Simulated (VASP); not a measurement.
Input of a VASP 6.6.1 run:

The input INCAR:

```
PREC = Accurate ; ENCUT = 520
EDIFF = 1E-6 ; ISMEAR = 0
SIGMA = 0.05 ; LREAL = F
LASPH = T ; NELM = 60
ALGO = Normal ; ISIF = 2
LWAVE = F ; LCHARG = F
GGA = PE ; NBANDS = 17
```

File KPOINTS:

```
Automatic mesh
0
Gamma
  6 6 4
```

The input POSCAR:

```
Ba
1.0
    4.4720009691      0.0000000000      0.0000000000
   -2.2360004845      3.8728664450      0.0000000000
    0.0000000000      0.0000000000      7.3042682495
Ba
2
Direct
    0.3333333333      0.6666666667      0.7500000000
    0.6666666667      0.3333333333      0.2500000000
```

Potentials or basis: VASP PAW PBE potentials, release 64 (Ba_sv).

The run is started by

```bash
$ cat potpaw_PBE.64/Ba_sv/POTCAR > POTCAR
$ mpirun -np 1 vasp_std > vasp.out
```

Q: Predict the pressure.

A: 0.0 GPa.

Q: Estimate the band gap on the k mesh.

A: None (metal or under the smearing width).

Stress tensor (GPa, compression positive):
```
-0.03  0.00  0.00
 0.00 -0.03  0.00
 0.00  0.00  0.18
```

Spin-orbit coupling is left out, which matters for the levels of Ba.
